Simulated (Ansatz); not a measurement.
# Ta4N3: the cost of one run

Computed with Ansatz 0.2.0 (DFT PBE, scalar-relativistic, plane waves, PAW, unless a step's input says otherwise).

### Step 1. The structure to begin with

It takes space group P6/mmm (No. 191, hexagonal). The conventional cell has a = 4.306 Å, b = 4.306 Å, c = 7.513 Å, α = 90.00°, β = 90.00°, γ = 120.00°. Ta (site symmetry 6/mmm) is surrounded by 2 Ta at 1.93 Å. Ta (site symmetry 6/mmm) is surrounded by 2 Ta at 1.83 Å and 6 N at 2.15 Å. Ta (site symmetry 6mm) has 2 Ta at 1.83 to 1.93 Å as nearest neighbours. N (site symmetry mmm) has 4 N at 2.15 Å and 2 Ta at 2.15 Å as nearest neighbours.

Structure file:

```
Ta N
1.0
     4.30644    0.00000    0.00000
    -2.15322    3.72949    0.00000
     0.00000    0.00000    7.51251
Ta N
4 3
Direct
  0.00000 0.00000 0.50000
  0.00000 0.00000 0.00000
  0.00000 0.00000 0.24360
  0.00000 0.00000 0.75640
  0.50000 0.00000 0.00000
  0.00000 0.50000 0.00000
  0.50000 0.50000 0.00000
```

The cell is invented: random cell by space group and Wyckoff sites (P6/mmm, No. 191). Lengths come from tabulated atomic sizes and are only a guess.

### Step 2. Probe: one point on a coarse mesh

Input file input.yaml:

```yaml
crystal:
  lattice:
    - [4.30643847, 0.0, 0.0]
    - [-2.15321923, 3.72948511, 0.0]
    - [0.0, 0.0, 7.5125056]
  atoms:
    - { symbol: Ta, position: [0.0, 0.0, 0.5] }
    - { symbol: Ta, position: [0.0, 0.0, 0.0] }
    - { symbol: Ta, position: [0.0, 0.0, 0.24359823] }
    - { symbol: Ta, position: [0.0, 0.0, 0.75640177] }
    - { symbol: "N", position: [0.5, 0.0, 0.0] }
    - { symbol: "N", position: [0.0, 0.5, 0.0] }
    - { symbol: "N", position: [0.5, 0.5, 0.0] }
basis:
  ecutwfc: 420
kpoints:
  mp_grid: { grid: [6, 6, 2] }
hamiltonian:
  xc: pbe
scf:
  occupations: { method: gaussian, width: 0.1 }
  lower_state_search: "off"
output:
  forces: true
  stress: true
  eigenvalues: true
```

The run is started by

```sh
> ansatz run input.yaml --threads 1 --pin off --max-ram 2560MiB --backend cpu --events-out ev --progress --plain --runs-dir out
```

What time and memory should one allow on 1 thread of Intel Xeon 6975P-C (Granite Rapids), shared host?

About 2 s, with a peak of 0.43 GiB.
